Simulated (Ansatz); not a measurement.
# Rh (Rhodium): the cost of one run

Program: Ansatz 0.2.0. Level of theory: DFT PBE, scalar-relativistic, plane waves, PAW. These are calculated values, not measurements.

The COD entry's cell or inner coordinates are ideal or old and differ from later refinements, so a difference from it is no clean test against experiment.

2 further runs of the same task are left out: 2 set aside as unsound or not needed.

## Step 1: The system as given

Symmetry: Fm-3m, No. 225, cubic system. Conventional cell: a = 3.830 Å, b = 3.830 Å, c = 3.830 Å, α = 90.00°, β = 90.00°, γ = 90.00°. Around Rh (site symmetry m-3m) lie 12 Rh at 2.71 Å.

As a file:

```xyz
1
Lattice="0.0000 1.9150 1.9150 1.9150 0.0000 1.9150 1.9150 1.9150 0.0000" Properties=species:S:1:pos:R:3 pbc="T T T"
Rh    0.0000    0.0000    0.0000
```

It is the result of an earlier relaxation at this level (volume 14.05 Å³/atom; gap on the mesh: none (metal)).

## Step 2: Cutting the slab

Miller indices refer to the conventional cell of the relaxed bulk, Fm-3m (No. 225): a = 3.830 Å, b = 3.830 Å, c = 3.830 Å, α = 90.00°, β = 90.00°, γ = 90.00°.

A (100) slab, 5.7 Å thick as cut, with 17 Å of vacuum; its outer planes are Rh (top) and Rh (bottom).

The slab as cut. Layers, bottom to top:

| plane | atoms per cell | height over the lowest (Å) |
| --- | --- | --- |
| 1 | Rh | 0.00 |
| 2 | Rh | 1.91 |
| 3 | Rh | 3.83 |
| 4 | Rh | 5.74 |

## Step 3: The clean surface, relaxed

input.yaml reads:

```yaml
crystal:
  lattice:
    - [2.7082034588, 0.0, 0.0]
    - [0.0, 2.7082034588, 0.0]
    - [0.0, 0.0, 22.7449670917]
  atoms:
    - { symbol: Rh, position: [0.5, 0.5, 0.3737090481] }
    - { symbol: Rh, position: [0.0, 0.0, 0.457903016] }
    - { symbol: Rh, position: [0.5, 0.5, 0.542096984] }
    - { symbol: Rh, position: [0.0, 0.0, 0.6262909519] }
basis:
  ecutwfc: 420
kpoints:
  mp_grid: { grid: [11, 11, 1] }
hamiltonian:
  xc: pbe
scf:
  occupations: { method: gaussian, width: 0.1 }
output:
  forces: true
  eigenvalues: true
  write_density: true
  write_potential: true
  elf: true
  volumetric_format: npy
relax:
  adjacent_minimum: "off"
  f_tol: 0.03
  max_steps: 70
  constraints: [{ sites: [0, 1] }]
efield:
  axis: 3
  dipole_correction: true
```

Command:

```
ansatz run input.yaml --threads 1 --pin off --max-ram 2560MiB --backend cpu --events-out ev --progress --plain --runs-dir out
```

What time and memory should one allow on 1 thread of AMD EPYC 9R45 (Zen 5), shared host?

About 16 s, with a peak of 0.48 GiB.
